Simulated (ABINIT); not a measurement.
The system is MgS.

```
S Mg
1.0
     4.03462    0.00000    0.00000
    -2.01731    3.49409    0.00000
     0.00000    0.00000    6.43229
S Mg
2 2
Direct
  0.66667 0.33333 0.87924
  0.33333 0.66667 0.37924
  0.33333 0.66667 0.99575
  0.66667 0.33333 0.49575
```

The cell comes from a database or a generator and needn't be the stable form of this composition.

* Program: ABINIT 10.8.3 (patched build)
* Task: single point
* Functional: PBE
* Potentials or basis: JTH PAW PBE v2.0
* Cutoff: 544 eV
* k mesh: 8 × 8 × 4
* Occupations: fermi-dirac, width 0.05 eV
* Spin: no spin polarisation

On this cell: pressure 0.9 GPa; largest force 0.051 eV/Å; band gap on the k mesh 3.43 eV, direct.

The same run follows on a disturbed copy (atoms moved at random, drawn with an rms of 0.05 Å):

```
CELL_PARAMETERS angstrom
4.03462 0.00000 0.00000
-2.01731 3.49409 0.00000
0.00000 0.00000 6.43229
ATOMIC_POSITIONS crystal
S 0.66170 0.33747 0.87235
S 0.33641 0.66494 0.37150
Mg 0.33406 0.66863 0.99751
Mg 0.66446 0.32535 0.50085
```

**Question.** What does the disturbed cell give?

**Answer.** The energy moves by +6.1 meV/atom; pressure 1.1 GPa; largest force 0.457 eV/Å; band gap on the k mesh 3.52 eV, direct.

Forces in eV/Å, atoms in the order of the input:
```
S    0.166 -0.058  0.338
S   -0.063 -0.095  0.346
Mg  -0.139  0.047 -0.241
Mg   0.036  0.106 -0.443
```

Stress tensor (GPa, compression positive):
```
 0.15 -0.37 -0.13
-0.37  0.29  0.21
-0.13  0.21  2.88
```

